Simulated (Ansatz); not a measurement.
# Structure relaxation of HgTe

These are results of DFT PBE, scalar-relativistic, plane waves, PAW (Ansatz 0.2.0), not measurements.

HgTe was placed on the AuCd (B19) structure type (Pmma, No. 51), with Hg in place of Cd, Te in place of Au, at a guessed volume.

Input of the last, converged step (default PAW datasets):

```yaml
crystal:
  lattice:
    - [3.8825340089, 0.0, 0.0]
    - [0.0, 3.8825340089, 0.0]
    - [0.0, 0.0, 3.6544723096]
  atoms:
    - { symbol: Hg, position: [0.5, 0.5, 0.0] }
    - { symbol: Te, position: [0.0, 0.0, 0.5] }
basis:
  ecutwfc: 420
kpoints:
  mp_grid: { grid: [14, 14, 16] }
hamiltonian:
  xc: pbe
scf:
  occupations: { method: gaussian, width: 0.1 }
output:
  forces: true
  stress: true
  eigenvalues: true
  write_density: true
  write_potential: true
  elf: true
  volumetric_format: npy
relax:
  adjacent_minimum: "off"
  f_tol: 0.01
  max_steps: 80
  cell: { stress_tol: 0.05 }
```

Launched as:

```bash
ansatz run input.yaml --threads 1 --pin off --max-ram 2560MiB --backend cpu --events-out ev --progress --plain --runs-dir out
```

It took 3 min on 1 thread of Arm Neoverse V2 (shared host), peak memory 0.59 GiB.

The program printed at the end:

```
SCF converged after 5 iterations
Free energy (F): -20792.991289 eV
Harris-Foulkes:  -20792.991289 eV  (|F-HF|=1.09e-11)
Internal energy: -20792.984204 eV  (E = F + TS)
E sigma→0 (E₀):  -20792.987746 eV
Entropy (-TS):   -0.007084 eV (-3.542 meV/atom)
Fermi energy:    11.239091 eV
--- Per-component energies (eV) ---
  E_band       = -667.574346
  E_kinetic    = 783.598911
  E_local      = -3852.884310  (includes V_loc(G=0)·N_el)
  E_nonlocal   = -237.566098
  E_hartree    = 1913.476752
  E_xc         = -344.061044
  E_vxc        = -365.493901  (∫ρ·V_xc dr)
  E_paw        = -14607.036686  (= ΣΔE_a)
  E_vpaw       = -822.183193  (= ΣTr[D̂ρ^β])
  E_aug_tail   = 0.000761  (compensation charges beyond the density's cutoff)
  E_ewald      = -4448.512491
  E_smearing   = -0.007084  (= −TS)
  E_closure    =  0.000000  (closes the sum)
  Σ components = -20792.991289   (vs F -20792.991289, Δ=0.00e0)
--- Forces (eV/Å), atoms counted from 1 ---
  atom   1  Hg     0.00000000     0.00000000     0.00000000
  atom   2  Te     0.00000000     0.00000000     0.00000000
  max |Σ_I F_I| component: 1.34e-29 eV/Å
--- Stress (GPa, compression-positive) ---
        0.000457       0.000000       0.000000
        0.000000       0.000457       0.000000
        0.000000       0.000000      -0.000136
  P = ⅓ Tr σ = 0.0003 GPa (0.003 kbar)
--- Relaxed structure (8 steps of the walk, 8 accepted, 2 SCFs on fresh bases) ---
  F+E_penalty+E_count = -20792.99128860 eV   max|allowed force component| = 1.198e-29 eV/Å   (the final SCF, on the basis selected at the relaxed cell)
  cell:  # Å, volume = 56.2534 Å³
    - [4.148440, 0.000000, 0.0]
    - [0.000000, 4.148440, 0.0]
    - [0.0, 0.0, 3.268730]
  atoms:
    - { symbol: Hg, position: [0.5, 0.5, 0.0] }
    - { symbol: Te, position: [0.000000, 0.000000, 0.500000] }
```

Absolute energies hang on the potentials; compare differences alone.

The result has space group P4/mmm (No. 123). Around Hg lie 2 Hg at 3.27 Å, 8 Te at 3.36 Å and 4 Hg at 4.15 Å; around Te lie 2 Te at 3.27 Å, 8 Hg at 3.36 Å and 4 Te at 4.15 Å.

Against the elements it lies at 0.21 eV/atom. Energies over the elements count from the elements' standard structures at the same level, with no empirical corrections.

The k mesh leaves about 4 meV/atom of noise in metals. Spin–orbit coupling is left out.

A structure relaxed within its symmetry needn't be a true minimum.